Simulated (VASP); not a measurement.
Input:

```yaml
crystal:
  lattice:
    - [0.00000, 3.05000, 3.05000]
    - [3.05000, 0.00000, 3.05000]
    - [3.05000, 3.05000, 0.00000]
  atoms:
    - { symbol: Zn, position: [0.00000, 0.00000, 0.00000] }
    - { symbol: Te, position: [0.25000, 0.25000, 0.25000] }
```

All values below come from PBE GGA + U (Dudarev), VASP's PBE PAW potentials (set 64) (plane waves; VASP). Settings: 400 eV cut-off, 7×7×7 Γ-centred mesh, Gaussian smearing of 0.050 eV, potentials Zn Te, U − J: Zn 1.00 eV.

Unless said otherwise, spin-orbit coupling is left out, though it shifts the bands of the heavy elements here.

Q: What does the run give for the energy per atom (σ→0), pressure, band gap (on the k-mesh) with the smallest direct gap where there is one?

A: 
```yaml
band gap (on the k-mesh): 1.30 eV
smallest direct gap (on the k-mesh): 1.30 eV
energy per atom (σ→0): -2.532 eV/atom
pressure: 1.68 GPa
```

The compound is ZnTe in the zinc blende structure. The cell was not relaxed at this level. The run is one of a series of settings (LDAU = .TRUE., LDAUJ = 0 0, LDAUL = 2 -1, LDAUTYPE = 2, LDAUU = 1.0 0 against the base run), some of them coarse on purpose.
